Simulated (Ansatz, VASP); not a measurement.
**MoCl6: VASP beside Ansatz**

One calculation is typed for both programs; each brings its own data sets. How far apart do they land? The cell is taken from a series of runs on this material, whose earlier steps may have relaxed, scaled, displaced or heated it; both programs get it as it stands.

Method: plane waves, with VASP 6.6.1 beside it; single point at HSE06 with D3(BJ), in Ansatz 0.2.0.

**1. The starting structure**

Symmetry: P-31m, No. 162, trigonal system. The conventional cell has a = 6.173 Å, b = 6.173 Å, c = 5.216 Å, α = 90.00°, β = 90.00°, γ = 120.00°. Nearest to Mo lie 6 Cl at 2.29 Å. Cl has 1 Mo at 2.29 Å nearest. Farther neighbours and most contacts between anions are not listed.

As a file:

```cif
data_structure
_symmetry_space_group_name_H-M 'P-31m'
_symmetry_Int_Tables_number 162
_cell_length_a 6.1735
_cell_length_b 6.1735
_cell_length_c 5.2159
_cell_angle_alpha 90.000
_cell_angle_beta 90.000
_cell_angle_gamma 120.000
_cell_volume 172.16
loop_
_atom_site_label
_atom_site_type_symbol
_atom_site_symmetry_multiplicity
_atom_site_Wyckoff_symbol
_atom_site_fract_x
_atom_site_fract_y
_atom_site_fract_z
_atom_site_occupancy
Mo1 Mo 1 b 0.00000 0.00000 0.50000 1
Cl1 Cl 6 k 0.30361 0.30361 0.24612 1
```

**2. VASP: single point, HSE06 with D3(BJ)**

With cell and atoms fixed, the geometry can't cause a difference; cores, projectors, grids and the points listed under the comparison can.

Lines of VASP's logs that name or quote its potential files are left out, and so is its time.

The run reads the wave functions of an earlier VASP run, which isn't shown here.

Contents of INCAR:

```
SYSTEM = MoCl6
PREC = Accurate
ENCUT = 400
EDIFF = 1E-06
NELM = 100
ISMEAR = 0
SIGMA = 0.01
LREAL = .FALSE.
ALGO = Normal
LHFCALC = .TRUE.
AEXX = 0.25
GGA = PE
HFSCREEN = 0.208
IVDW = 12
VDW_S6 = 1
VDW_S8 = 2.31
VDW_A1 = 0.383
VDW_A2 = 5.685
LASPH = .TRUE.
NBANDS = 35
PRECFOCK = Fast
LORBIT = 11
LWAVE = .FALSE.
LCHARG = .FALSE.
ISIF = 2
```

Contents of POSCAR:

```
MoCl6
1.0
    6.1734763146      0.0000000000      0.0000000000
   -3.0867381573      5.3463873181      0.0000000000
    0.0000000000      0.0000000000      5.2159194200
Mo Cl
1 6
Direct
    0.0000000000      0.0000000000      0.5000000000
    0.3036071400      0.3036071400      0.2461246408
    0.0000000000      0.6963928600      0.2461246408
    0.6963928600      0.0000000000      0.2461246408
    0.0000000000      0.3036071400      0.7538753592
    0.3036071400      0.0000000000      0.7538753592
    0.6963928600      0.6963928600      0.7538753592
```

Contents of KPOINTS:

```
Automatic mesh
0
Gamma
2 2 2
0 0 0
```

The projector-augmented-wave data sets are Mo_sv and Cl (PBE family, release 64).

Launch:

```
$ export OMP_NUM_THREADS=3
$ mpirun -np 1 vasp_std
```

Numbers of over 12 decimals in the logs are rounded to 6 here.

The log of the run:

```text
[banner, memory and clock lines left out]
running    1 mpi-ranks, on    1 nodes
 distrk:  each k-point on    1 cores,    1 groups
 distr:  one band on    1 cores,    1 groups
 Offloading initialized ...    1 GPUs detected
 POSCAR found type information on POSCAR MoCl
 POSCAR found :  2 types and       7 ions
 LDA part: xc-table for (Slater+PW92), standard interpolation
 found WAVECAR, reading the header
 POSCAR, INCAR and KPOINTS ok, starting setup
 FFT: planning ... GRIDC
 FFT: planning ... GRID_SOFT
 FFT: planning ... GRID
 reading WAVECAR
 the WAVECAR file was read successfully
 initial charge from wavefunction
 entering main loop
       N       E                     dE             d eps       ncg     rms          rms(c)
DAV:   1    -0.334735910245E+02   -0.33474E+02   -0.12276E+00   283   0.616E+00    0.394E+00
DAV:   2    -0.332703682717E+02    0.20322E+00   -0.72490E-01   280   0.641E+00    0.200E+00
DAV:   3    -0.332772083333E+02   -0.68401E-02   -0.53649E-02   280   0.200E+00    0.580E-01
DAV:   4    -0.332830891197E+02   -0.58808E-02   -0.19329E-02   295   0.696E-01    0.363E-01
DAV:   5    -0.332808892536E+02    0.21999E-02   -0.80145E-03   292   0.681E-01    0.264E-01
DAV:   6    -0.332811142082E+02   -0.22495E-03   -0.59997E-04   298   0.206E-01    0.123E-01
DAV:   7    -0.332811598393E+02   -0.45631E-04   -0.22582E-04   301   0.949E-02    0.516E-02
DAV:   8    -0.332811319788E+02    0.27861E-04   -0.84743E-05   292   0.715E-02    0.490E-02
DAV:   9    -0.332811357174E+02   -0.37386E-05   -0.85026E-06   301   0.227E-02    0.244E-02
DAV:  10    -0.332811362378E+02   -0.52035E-06   -0.30989E-06   261   0.125E-02
   1 F= -.35026892E+02 E0= -.35026892E+02  d E =0.000000E+00
```

OUTCAR, selected parts (step 2):

```text
ion  position               nearest neighbor table
   1  0.000  0.000  0.500-   2 2.29   3 2.29   5 2.29   7 2.29   6 2.29   4 2.29
   2  0.304  0.304  0.246-   1 2.29
   3  0.000  0.696  0.246-   1 2.29
   4  0.696  0.000  0.246-   1 2.29
   5  0.000  0.304  0.754-   1 2.29
   6  0.304  0.000  0.754-   1 2.29
   7  0.696  0.696  0.754-   1 2.29

  LATTYP: Found a hexagonal cell.
 ALAT       =     6.1734763146
 C/A-ratio  =     0.8448917845

 Subroutine GETGRP returns: Found 12 space group operations
 (whereof 12 operations were pure point group operations)

The static configuration has the point symmetry D_3d.

 Found      4 irreducible k-points:

   k-points           NKPTS =      4   k-points in BZ     NKDIM =      8   number of bands    NBANDS=     35

   dimension x,y,z NGX =    40 NGY =   40 NGZ =   36
   dimension x,y,z NGXF=    80 NGYF=   80 NGZF=   72

   ENCUT  =  400.0 eV  29.40 Ry    5.42 a.u.  10.07 10.07  8.51*2*pi/ulx,y,z

   NELECT =      56.0000    total number of electrons

 k-points in reciprocal lattice and weights: Automatic mesh
   0.00000000  0.00000000  0.00000000       0.125
   0.50000000  0.00000000  0.00000000       0.375
   0.00000000  0.00000000  0.50000000       0.125
   0.50000000  0.00000000  0.50000000       0.375

  exchange ACFDT corr.  =         0.00000000  see jH, gK, PRB 81, 115126

 average (electrostatic) potential at core
       1 -77.5057       2 -89.4517       3 -89.4517       4 -89.4517       5 -89.4517
       6 -89.4517       7 -89.4517

 E-fermi :   0.5362

 k-point     1 :       0.0000    0.0000    0.0000
  band No.  band energies     occupation
    ...
     24      -0.5716      2.00000
     25      -0.4915      2.00000
     26      -0.2275      2.00000
     27      -0.2275      2.00000
     28       0.3336      2.00000
     29       1.8218      0.00000
     30       2.4933      0.00000
     31       2.4933      0.00000
     32       5.1734      0.00000
     33       5.1734      0.00000
    ...

 k-point     2 :       0.5000    0.0000    0.0000
  band No.  band energies     occupation
    ...
     24      -0.6756      2.00000
     25      -0.5599      2.00000
     26      -0.5282      2.00000
     27       0.0163      2.00000
     28       0.0241      2.00000
     29       1.9054      0.00000
     30       2.2555      0.00000
     31       2.7175      0.00000
     32       5.3272      0.00000
     33       5.9020      0.00000
    ...

 k-point     3 :       0.0000    0.0000    0.5000
  band No.  band energies     occupation
    ...
     24      -0.4943      2.00000
     25      -0.3110      2.00000
     26      -0.3110      2.00000
     27      -0.1098      2.00000
     28      -0.1098      2.00000
     29       2.1712      0.00000
     30       2.1712      0.00000
     31       2.3343      0.00000
     32       5.9141      0.00000
     33       5.9141      0.00000
    ...

 Edisp (eV)   -1.74576

  Total      -1.99249    -1.99249     0.29650     0.00000     0.00000     0.00000
  in kB     -18.54322   -18.54322     2.75941     0.00000     0.00000     0.00000
  external pressure =      -11.44 kB  Pullay stress =        0.00 kB

  energy-cutoff  :      400.00
  volume of cell :      172.16
      direct lattice vectors                 reciprocal lattice vectors
     6.173476315  0.000000000  0.000000000     0.161983289  0.093521096 -0.000000000
    -3.086738157  5.346387318  0.000000000     0.000000000  0.187042191  0.000000000
     0.000000000  0.000000000  5.215919420     0.000000000 -0.000000000  0.191720753

 POSITION                                       TOTAL-FORCE (eV/Angst)
 -----------------------------------------------------------------------------------
      0.00000      0.00000      2.60796        -0.000000     -0.000000      0.000000
      0.93716      1.62320      1.28377        -0.148485     -0.257184      0.468315
     -2.14958      3.72319      1.28377        -0.148485      0.257184      0.468315
      4.29916      0.00000      1.28377         0.296971     -0.000000      0.468315
     -0.93716      1.62320      3.93215         0.148485     -0.257184     -0.468315
      1.87431      0.00000      3.93215        -0.296971     -0.000000     -0.468315
      2.14958      3.72319      3.93215         0.148485      0.257184     -0.468315
 -----------------------------------------------------------------------------------
    total drift:                               -0.000000      0.000000      0.000004

  FREE ENERGIE OF THE ION-ELECTRON SYSTEM (eV)
  ---------------------------------------------------
  free  energy   TOTEN  =       -35.0268921900 eV

  energy  without entropy=      -35.0268921900  energy(sigma->0) =      -35.02689219

 total charge
# of ion       s       p       d       tot
------------------------------------------
    1        2.351   6.296   3.339  11.986
    2        1.608   3.497   0.000   5.105
    3        1.608   3.497   0.000   5.105
    4        1.608   3.497   0.000   5.105
    5        1.608   3.497   0.000   5.105
    6        1.608   3.497   0.000   5.105
    7        1.608   3.497   0.000   5.105
--------------------------------------------------
tot         12.002  27.275   3.339  42.616

[... 1 further part left out ...]
```

This run has no spin polarisation, so a moment on Mo, if there is one, isn't seen.

**3. Ansatz: single point, HSE06 with D3(BJ)**

Ansatz runs on PAW files that the input asks for by source.

The same cell, functional and mesh now go to Ansatz, which takes its cutoff from its data sets.

Contents of input.yaml:

```yaml
crystal:
  lattice:
    - [6.1734763146, 0.0, 0.0]
    - [-3.0867381573, 5.3463873181, 0.0]
    - [0.0, 0.0, 5.21591942]
  atoms:
    - { symbol: Mo, position: [0.0, 0.0, 0.5] }
    - { symbol: Cl, position: [0.30360714, 0.30360714, 0.2461246408] }
    - { symbol: Cl, position: [1.0, 0.69639286, 0.2461246408] }
    - { symbol: Cl, position: [0.69639286, 0.0, 0.2461246408] }
    - { symbol: Cl, position: [1.0, 0.30360714, 0.7538753592] }
    - { symbol: Cl, position: [0.30360714, 0.0, 0.7538753592] }
    - { symbol: Cl, position: [0.69639286, 0.69639286, 0.7538753592] }
kpoints:
  mp_grid: { grid: [2, 2, 2] }
hamiltonian:
  xc: hse06
  pseudopotentials: { kind: paw, source: ansatz }
  dispersion: d3bj
scf:
  occupations: { method: fixed }
  n_extra_bands: 6
  lower_state_search: "off"
  convergence: { dr2_threshold: 1.0e-09 }
output:
  eigenvalues: true
```

Launch:

```
$ ansatz run input.yaml --threads 4 --pin off --max-ram 18432MiB --backend cpu --events-out ev --progress --plain --runs-dir out
```

The log of the run:

```text
scf.n_extra_bands = 6 over 28 filled bands (N_el = 56.0): the run solves 34 bands
exact exchange: scf.exx.singularity resolves to wigner_seitz, which cuts the screened interaction at the faces of the exchange supercell's Wigner-Seitz cell, so that each pair interacts once, at the shortest of its separations (the periodic images that this leaves out come, for a point-like exchange hole, to about 0.002 eV on a filled level). The cut falls within the interaction's reach, and what an exchange supercel [...]
Engine: ansatz 0.2.0, aarch64-unknown-linux-gnu
Pseudopotentials: kind: paw
Pseudopotential: Mo, paw, valence charge 14, recommended cutoff 500 eV (normal), Mo.paw.azcp
Pseudopotential: Cl, paw, valence charge 7, recommended cutoff 660 eV (normal), Cl.paw.azcp
Functional definition: HSE06
  parameter a = 0.25
  parameter omega = 0.11/bohr
  exchange = pbe_x - a*pbe_x_sr(omega) + a*exact_x_sr(omega)
  correlation = pbe_c
davidson cushion auto → on  (no smearing: the cushion is to keep the highest requested band from converging to the state above it; pin scf.eigensolver.cushion to override)
Crystal: 7 atoms, lattice volume = 172.156 Å³
Basis set: ecut = 660 eV, 6591 PW (Γ)
Bands: 34, of which v1, the nominal top of the filled ones, is band 28 counted from 1 (27 counted from 0)
Symmetry: 12 space group operations
Space group: P-31m (ITA 162), of the structure as read, at distance tolerance 5.6e-5 Å
k-points: 4 of 8
Non-local potential: Mo, projectors of the file, l = 0: 3, l = 1: 3, l = 2: 2, l = 3: 2
Non-local potential: Cl, projectors of the file, l = 0: 2, l = 1: 2, l = 2: 2, l = 3: 1
PAW form: soft (Blöchl's): semilocal exchange-correlation on the pseudo side does not see the compensation charge
PAW frozen core: Mo, regenerated for the run's functional, and the local potential with it (the file was generated under x = pbe(κ = 0.804, μ = 0.219515), c = pbe(β = 0.066725))
PAW frozen core: Cl, regenerated for the run's functional, and the local potential with it (the file was generated under x = pbe(κ = 0.804, μ = 0.219515), c = pbe(β = 0.066725))
PAW one-centre angular grid: Mo, 590 points (default); XC on 64 Gauss nodes
PAW one-centre angular grid: Cl, 194 points (default); XC on 64 Gauss nodes
Initial density: superposition of atomic densities (chi_scale 0.1, normalization cell, long waves kept (reshape's long-wave potential 0.04 eV rms))
Initial wavefunctions: pseudopotential atomic-orbital guess
Functional: x = pbe(κ = 0.804, μ = 0.219515), c = pbe(β = 0.066725), warm-up for x = pbe(κ = 0.804, μ = 0.219515) + 0.25 (exact − pbe) at short range (hse, ω = 0.207870 Å⁻¹), c = pbe(β = 0.066725); HSE06 as pw.x's `hse` composes it (authors' and Libxc's form: `xc: wpbeh`)
SCF iter   1: F=—  HF=-11440.335490 eV  |F-HF|=—  |Δ(HF+E_count)|=         —  Δρ=4.78e-2  dr2=3.60e0  ethr=1.00e-1  ⟨swp⟩=6.0  Hψ=399  notcnv=0
preconditioner: auto → none  [insulator: Δε(μ)=0.526 eV  Ē_g=8.568 eV  n_scr=26 (ndim 8)  ℏωp=19.6 eV  f_vac=0.035]
SCF iter   2: F=—  HF=-11440.857181 eV  |F-HF|=—  |Δ(HF+E_count)|=   5.22e-1  Δρ=4.82e-2  dr2=9.21e0  ethr=6.42e-3  ⟨swp⟩=4.8  Hψ=414  notcnv=0  defer=1
SCF iter   3: F=—  HF=-11439.977047 eV  |F-HF|=—  |Δ(HF+E_count)|=   8.80e-1  Δρ=3.24e-2  dr2=4.07e0  ethr=6.42e-3  ⟨swp⟩=4.0  Hψ=360  notcnv=0
iter 4 solved again at ethr=4.74e-4 eV; its pass at ethr=6.42e-3 eV (dr2=2.65e-1 eV) is discarded
SCF iter   4: F=—  HF=-11439.574632 eV  |F-HF|=—  |Δ(HF+E_count)|=   4.02e-1  Δρ=1.13e-2  dr2=2.67e-1  ethr=4.74e-4  ⟨swp⟩=2.5  Hψ=602  notcnv=0  defer=1
SCF iter   5: F=—  HF=-11439.545998 eV  |F-HF|=—  |Δ(HF+E_count)|=   2.86e-2  Δρ=3.79e-3  dr2=4.26e-2  ethr=4.74e-4  ⟨swp⟩=3.2  Hψ=310  notcnv=0  defer=1
SCF iter   6: F=—  HF=-11439.542184 eV  |F-HF|=—  |Δ(HF+E_count)|=   3.81e-3  Δρ=8.10e-4  dr2=1.69e-3  ethr=7.61e-5  ⟨swp⟩=3.5  Hψ=314  notcnv=0  defer=1
SCF iter   7: F=-11439.542170 eV  HF=-11439.542184 eV  |F-HF|=1.46e-5  |Δ(HF+E_count)|=   3.56e-7  Δρ=1.14e-4  dr2=2.64e-5  ethr=3.01e-6  ⟨swp⟩=4.5  Hψ=388  notcnv=0  defer=2
SCF 1 stopped early in 7 iterations: F = -11439.542170 eV  dr2 = 2.64e-5
  greatest PAW one-centre occupation: 0.985 electrons in one spin orbital (limit 2), on the Mo atom at site 0 (counted from 0), in its partial waves of l = 0
Initial density: handed on by an earlier stage of this run
Initial wavefunctions: those handed on with the density
Functional: x = pbe(κ = 0.804, μ = 0.219515) + 0.25 (exact − pbe) at short range (hse, ω = 0.207870 Å⁻¹), c = pbe(β = 0.066725); HSE06 as pw.x's `hse` composes it (authors' and Libxc's form: `xc: wpbeh`)
Exchange kernel: α = 0.2500, screened, ω = 0.2079 Å⁻¹, Wigner–Seitz truncation, v(0) = 956.2286 eV·Å³, q-mesh 2×2×2, nearest image of the exchange supercell L = 10.43 Å, pair-density grid 36×36×30, without the augmentation charges, whose exchange is taken in its separable form by FFT convolution over the k-point mesh (sized by the pseudopotential files, 45×45×45 at the most), smooth part of the exact exchange by density-matrix convolution
Frozen-core exchange: fock
SCF iter   1: F=—  HF=-11444.919306 eV  |F-HF|=—  |Δ(HF+E_count)|=         —  Δρ=1.74e-2  dr2=1.42e0  ethr=4.72e-7  ⟨swp⟩=9.2  Hψ=833  notcnv=0
preconditioner: auto → none  [insulator: Δε(μ)=1.977 eV  Ē_g=10.318 eV  n_scr=26 (ndim 8)  ℏωp=19.6 eV  f_vac=0.053]
SCF iter   2: F=—  HF=-11444.709045 eV  |F-HF|=—  |Δ(HF+E_count)|=   2.10e-1  Δρ=3.97e-3  dr2=6.74e-2  ethr=4.72e-7  ⟨swp⟩=7.0  Hψ=710  notcnv=0
[...]
SCF 2 stopped early in 7 iterations: F = -11444.720976 eV  dr2 = 1.13e-5
  greatest PAW one-centre occupation: 0.984 electrons in one spin orbital (limit 2), on the Mo atom at site 0 (counted from 0), in its partial waves of l = 0
hybrid outer 1: dexx = +2.511e-2 eV, tail = 3.40e-5 eV
Exchange kernel: α = 0.2500, screened, ω = 0.2079 Å⁻¹, Wigner–Seitz truncation, v(0) = 956.2286 eV·Å³, q-mesh 2×2×2, nearest image of the exchange supercell L = 10.43 Å, pair-density grid 36×36×30, without the augmentation charges, whose exchange is taken in its separable form by FFT convolution over the k-point mesh (sized by the pseudopotential files, 45×45×45 at the most), smooth part of the exact exchange by density-matrix convolution
Frozen-core exchange: fock
SCF iter   1: F=—  HF=-11444.720690 eV  |F-HF|=—  |Δ(HF+E_count)|=         —  Δρ=5.10e-5  dr2=4.95e-6  ethr=3.04e-7  ⟨swp⟩=2.2  Hψ=301  notcnv=0
preconditioner: auto → none  [insulator: Δε(μ)=1.479 eV  Ē_g=9.998 eV  n_scr=26 (ndim 8)  ℏωp=19.6 eV  f_vac=0.055]
SCF iter   2: F=—  HF=-11444.720690 eV  |F-HF|=—  |Δ(HF+E_count)|=   4.80e-7  Δρ=1.47e-5  dr2=8.51e-7  ethr=7.03e-9  ⟨swp⟩=4.0  Hψ=371  notcnv=0
SCF iter   3: F=—  HF=-11444.720691 eV  |F-HF|=—  |Δ(HF+E_count)|=   1.46e-6  Δρ=1.48e-5  dr2=7.72e-7  ethr=9.37e-10  ⟨swp⟩=3.8  Hψ=377  notcnv=0  defer=2
iter 4 solved again at ethr=3.84e-11 eV; its pass at ethr=9.37e-10 eV (dr2=2.15e-8 eV) is discarded
SCF iter   4: F=—  HF=-11444.720691 eV  |F-HF|=—  |Δ(HF+E_count)|=   1.11e-7  Δρ=2.48e-6  dr2=4.27e-8  ethr=3.84e-11  ⟨swp⟩=3.5  Hψ=638  notcnv=0
Mixer restart at iter 4: flushing history
SCF iter   5: F=—  HF=-11444.720691 eV  |F-HF|=—  |Δ(HF+E_count)|=   9.14e-8  Δρ=3.62e-6  dr2=3.85e-8  ethr=3.70e-11  ⟨swp⟩=4.5  Hψ=402  notcnv=0  defer=2
SCF iter   6: F=—  HF=-11444.720691 eV  |F-HF|=—  |Δ(HF+E_count)|=   5.03e-8  Δρ=8.17e-6  dr2=3.40e-7  ethr=3.70e-11  ⟨swp⟩=5.2  Hψ=465  notcnv=0  recentre
SCF iter   7: F=—  HF=-11444.720691 eV  |F-HF|=—  |Δ(HF+E_count)|=   4.65e-8  Δρ=1.96e-6  dr2=7.98e-9  ethr=3.70e-11  ⟨swp⟩=4.0  Hψ=446  notcnv=0
SCF iter   8: F=-11444.720691 eV  HF=-11444.720691 eV  |F-HF|=5.28e-10  |Δ(HF+E_count)|=   1.56e-9  Δρ=3.89e-7  dr2=6.08e-10  ethr=1.36e-11  ⟨swp⟩=3.5  Hψ=328  notcnv=0  defer=2
SCF 3 converged in 8 iterations: F = -11444.720691 eV  dr2 = 6.08e-10
hybrid outer 2: dexx = +1.966e-6 eV, tail = 4.21e-9 eV, Δε = 1.07e-3 eV (about 1.30e-5 eV left of the loop's levels)
hybrid SCF converged: 2 outer / 15 inner (+7 warm-up), last move |dexx| = 1.97e-6 eV, tail = 4.21e-9 eV
Stability not checked: this state was not tested for a lower state beside it, because the functional holds exact exchange (a hybrid, or Hartree-Fock), whose exchange loop this test does not read (fock_operator; see scf.lower_state_search)
Free energy (F): -11444.720691 eV
Frozen-core exchange: fock
Harris-Foulkes:  -11444.720691 eV  (|F-HF|=5.28e-10)
Internal energy: -11444.720691 eV  (E = F + TS)
E sigma→0 (E₀):  -11444.720691 eV
Fermi energy:    2.198026 eV
--- Per-component energies (eV) ---
  E_band       = -516.505734
  E_kinetic    = 1500.158989
  E_local      = -3900.978090  (includes V_loc(G=0)·N_el)
  E_nonlocal   = 547.812894
  E_hartree    = 1239.012830
  E_xc         = -854.078818
  E_vxc        = -812.698209  (∫ρ·V_xc dr)
  E_exx        = -131.321676  (= α·E_x^exact, valence–valence)
  E_paw        = -6984.857204  (= ΣΔE_a)
  E_vpaw       = -66.182807  (= ΣTr[D̂ρ^β])
  E_aug_tail   = 0.000084  (compensation charges beyond the density's cutoff)
  E_ewald      = -2857.610816
  E_disp       = -1.746098  (pairwise vdW)
  E_core_change = -1.112785  (= ΣΔE_core)
  E_smearing   = -0.000000  (= −TS)
  E_closure    = -0.000000  (closes the sum)
  Σ components = -11444.720691   (vs F -11444.720691, Δ=1.82e-12)
--- Band table (eV) ---
  k-point 0: bands = [... 24 lower, 1.3775, 1.6344, 1.6344, 2.1980, 3.6781, 4.3528, 4.3528, 7.0216, ... 2 higher]
  k-point 1: bands = [... 24 lower, 1.5578, 1.5578, 1.7584, 1.7584, 4.0292, 4.0292, 4.1951, 7.7610, ... 2 higher]
  k-point 2: bands = [... 24 lower, 1.3015, 1.3407, 1.8814, 1.8933, 3.7626, 4.1151, 4.5777, 7.1754, ... 2 higher]
  k-point 3: bands = [... 24 lower, 1.4925, 1.5237, 1.5651, 1.5664, 3.7771, 4.0634, 4.6651, 6.9501, ... 2 higher]
```

**4. Comparison**

Known differences besides the potentials themselves: exact exchange at q = 0 is treated differently, which shows on coarse meshes; VASP keeps PBE cores, Ansatz makes them for the functional; fixed occupations in Ansatz, narrow Gaussian smearing in VASP; the cutoff is 660 eV in Ansatz and 400 eV in VASP; VASP takes a coarser grid for exact exchange (PRECFOCK = Fast). Total energies have different zeros and are not compared.

Both answers:

| quantity | Ansatz | VASP | difference |
| --- | --- | --- | --- |
| gap on the k mesh (eV) | 1.480 | 1.488 | -0.008 |

A gap on the mesh is an upper bound, since the band edges may lie between its points.

**5. Outcome**

```json
{
  "difference in gap on the k mesh (single point, HSE06 with D3(BJ))": "-0.0081 eV"
}
```

In words: The difference in gap on the k mesh is -0.0081 eV (single point, HSE06 with D3(BJ)), within the 0.08 eV picked in this series as the mark of a large difference. How closely two codes agree says nothing of how well the functional describes the real material.

[Lines on the potential files, build, host, timing and source positions are cut from VASP's logs without a mark.]

[Logs are printed without paths, hosts, clocks, repeated set-up lines and the standing remarks that a program may print on its own settings, such as how far it seeks lower states.]

[Hosts, paths, dates, database ids (printed as entryN), source tags and the programs' standing remarks are cut or masked in the printed files.]
